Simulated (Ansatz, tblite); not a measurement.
## A script for ZnSnN2 (GFN1-xTB)

These are simulated results from tblite 0.8.0, not measurements. The cell was built from a prototype and was relaxed with r2SCAN in plane waves (Ansatz 0.2.0). It may be hypothetical. All runs are without spin polarisation.

Space group P-4m2 (No. 115), tetragonal; conventional cell a = 3.382 Å, c = 4.700 Å, 13.44 Å³ an atom. Zn has 4 N at 2.05 Å; N has 2 Zn at 2.05 Å and 2 Sn at 2.07 Å; Sn has 4 N at 2.07 Å.

tblite solves periodic systems at the zone centre alone, so the script builds a cluster of 3×3×2 conventional cells (72 atoms), which folds in a coarse mesh of k points.

Input script:

```python
import json
from ase import Atoms
from ase.build import make_supercell
from ase.units import Bohr, GPa, Hartree
from tblite.interface import Calculator

atoms = Atoms(['Zn', 'N', 'Sn', 'N'],
              cell=[[3.38202014, 0.0, 0.0], [0.0, 3.38202014, 0.0], [0.0, 0.0, 4.69964053]],
              scaled_positions=[[0.0, 0.0, 0.0], [0.0, 0.5, 0.244843588], [0.5, 0.5, 0.5], [0.5, 0.0, 0.755156412]],
              pbc=True)
cluster = make_supercell(atoms, [[3, 0, 0], [0, 3, 0], [0, 0, 2]])
calc = Calculator('GFN1-xTB', cluster.numbers, cluster.positions / Bohr, lattice=cluster.cell[:] / Bohr, periodic=cluster.pbc)
calc.set('temperature', 0.02 / Hartree)
calc.set('max-iter', 150)
res = calc.singlepoint()
levels = res.get('orbital-energies') * Hartree
nv = round(res.get('orbital-occupations').sum() / 2)
cells = len(cluster) // len(atoms)
out = {'energy_per_cell': res.get('energy') * Hartree / cells, 'homo': levels[nv - 1], 'lumo': levels[nv],
       'stress': (-res.get('virial') * Hartree / cluster.get_volume() / GPa).tolist(), 'charges': res.get('charges')[:len(atoms)].tolist(), 'electrons': 2 * nv / cells}
json.dump(out, open('results.json', 'w'))
for key, value in out.items():
    print(key, value)
```

Command: `python run.py`. It took 4 s on 1 thread of Arm Neoverse V1, on a shared host, peak memory 0.11 GiB.

What it printed:

```
------------------------------------------------------------
  cycle        total energy    energy error   density error
------------------------------------------------------------
      1     -167.7212132578  -1.6751204E+02   9.1009166E-01
      2     -173.5880600104  -5.8668468E+00   2.7898291E-01
      3     -173.9066601691  -3.1860016E-01   1.8980261E-01
      4     -174.0052640240  -9.8603855E-02   3.7662368E-02
      5     -174.0168743186  -1.1610295E-02   1.6684442E-03
      6     -174.0167551572   1.1916146E-04   1.7889075E-03
      7     -174.0169018706  -1.4671347E-04   9.1812290E-04
      8     -174.0169218477  -1.9977045E-05   2.4351343E-04
      9     -174.0169243344  -2.4866821E-06   7.2318516E-05
     10     -174.0169244619  -1.2751855E-07   3.1213233E-05
     11     -174.0169244863  -2.4404557E-08   3.3979733E-06
------------------------------------------------------------

 total:                                   3.284 sec
energy_per_cell -263.06898372053934
homo -13.811183935760505
lumo -13.653428775145334
stress [[-1.487598430667941, 4.1288359623740565e-06, 2.4109663625610056e-06], [4.1288359623528044e-06, -1.4876108260824015, 6.27282973775189e-06], [2.410966362593939e-06, 6.272829737851407e-06, 5.29004122866784]]
charges [0.3074887843908344, -0.41567433193052516, 0.523859736209555, -0.41567636740949676]
electrons 16.0
```

The cycle table is in hartree for the whole cluster, and the lines after it are in eV (the energy for one cell). The printed stress is in GPa and positive in compression, and the pressure is its mean diagonal.

GFN1-xTB gives a gap of 0.16 eV. On the same cell, plane-wave PBE (Ansatz, 8×8×6 k points and the special points) gives a level spacing of 0.02 eV, too small to call a gap and r2SCAN a gap of 0.32 eV; on shared hosts these took about 9 and 25 core-seconds on the 4-atom cell, against 4 for the script. Spin-orbit coupling, left out in all these runs, can cut or reorder the gap by tenths of an eV, up to about 1 eV with Pb or Bi. xTB was fitted to molecules, so gaps, charges and pressures of solids can be far off, and the gap also depends on the size of the cluster.

The same script was run on cells scaled at fixed shape and fractional coordinates:

```tsv
volume (Å³/atom)	energy (meV/atom)	pressure (GPa, positive in compression)	gap (eV)
11.83	50.0	10.36	0.42
12.63	15.1	4.89	0.02
13.44	0.0	0.77	0.16
14.25	5.4	-2.72	0.16
15.05	25.9	-5.28	0.16
```

A Birch-Murnaghan fit puts the minimum at 13.63 Å³/atom, 1.4 % above the given cell, with a bulk modulus of 61.3 GPa at fixed shape.

xTB was fitted mostly to molecules, and a small cluster samples few k points, so gaps, pressures and kinks along a curve can be far from a solid's.

Spin-orbit coupling is left out, which matters wherever the heavy atoms make up the band edges.
